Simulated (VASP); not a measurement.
# ZnS: kinetic-energy density

ZnS, P6_3mc (no. 186), 4 atoms in the cell. PBE; PAW potentials Zn, S (PBE set).

## Input

INCAR:
```
  PREC = Accurate
  ENCUT = 520
  EDIFF = 1E-7
  ISMEAR = 0
  SIGMA = 0.02
  LREAL = False
  LASPH = True
  ALGO = Normal
  NELM = 100
  ISIF = 2
  LWAVE = False
  LCHARG = True
  LTAU = True
```

KPOINTS:
```
k-points
0
Gamma
  7 7 4
```

POSCAR:
```
ZnS
1.0
    3.8110000000      0.0000000000      0.0000000000
   -1.9055000000      3.3004228138      0.0000000000
    0.0000000000      0.0000000000      6.2340000000
Zn S
2 2
Direct
    0.6666666667      0.3333333333      0.5000000000
    0.3333333333      0.6666666667      0.0000000000
    0.6666666667      0.3333333333      0.8850000000
    0.3333333333      0.6666666667      0.3850000000
```

Commands:
```
cat potpaw_PBE.64/Zn/POTCAR potpaw_PBE.64/S/POTCAR > POTCAR
mpirun -np 1 vasp_std > vasp.out
```

## Result

- Kinetic energy of the pseudo orbitals (eV): 455.74

VASP 6.6.1 took 42 s on 1 core (Intel Xeon Platinum 8488C (Sapphire Rapids)), a shared host.
